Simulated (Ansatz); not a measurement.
# Calculated ¹⁷O NMR of the central transition for SiO2

Cell: a computed structure from the Materials Project (it need not be an observed phase).

Space group P-4n2 (No. 118); a = 6.8576, c = 7.0331 Å.

```
site  Wyckoff  site symmetry       x       y       z
  Si       8i              1  0.2058  0.4510  0.9492
  O9       8i              1  0.1569  0.8180  0.5832
 O12       4h            2..  0.0000  0.5000  0.0503
 O13       4g            ..2  0.1608  0.3392  0.7500
```

One atom of each set is listed.

Computed with Ansatz: DFT, r2SCAN, plane waves and PAW, scalar-relativistic, 500 eV cutoff, Γ-centred 4×4×3 k-points, Fermi–Dirac smearing 0.02 eV.

¹⁷O has I = 5/2 and Q = -25.58 mb (Pyykkö 2018); at 11.7 T its Larmor frequency is ν₀ = 67.6 MHz. Only the quadrupole interaction is simulated: positions count from each site's isotropic chemical shift, and J coupling is left out, as are shift anisotropy and dipolar coupling, which fast spinning averages.

Problem. Simulate the second-order pattern (fast magic-angle spinning, Gaussian broadening 0.3 kHz) of site O9 (2 Si at 1.61–1.62 Å, angle 134°).

Solution. The calculation gives C_Q = -5.61 MHz and η = 0.32, so ν_Q = 0.841 MHz and the centre of gravity lies at -42.8 ppm (-2.89 kHz).

offset (kHz), height and a bar:
```
   -7.434          0 
   -7.196          2 #
   -6.957          7 ##
   -6.719          8 ##
   -6.481          9 ###
   -6.243          9 ###
   -6.005          9 ###
   -5.766          9 ###
   -5.528         10 ###
   -5.290         14 ####
   -5.052         30 #########
   -4.814         41 ############
   -4.575         47 ##############
   -4.337         58 #################
   -4.099         86 ##########################
   -3.861         90 ###########################
   -3.623         72 ######################
   -3.384         65 ####################
   -3.146         63 ###################
   -2.908         62 ###################
   -2.670         63 ###################
   -2.432         66 ####################
   -2.193         73 ######################
   -1.955         88 ##########################
   -1.717        100 ##############################
   -1.479         81 ########################
   -1.241         67 ####################
   -1.002         60 ##################
   -0.764         54 ################
   -0.526         35 ###########
   -0.288          6 ##
   -0.050          0
```

At O9 V_zz runs parallel to the line that joins its two neighbours (within 3°).

Hardware: 1 thread of Arm Neoverse V2 (aarch64; 8 cores open to the job, memory cap 2.5 GiB, no GPU), a shared host with a load of 0.7 a core. Wall time 95 s, CPU time 95 s, peak memory 1.2 GiB.
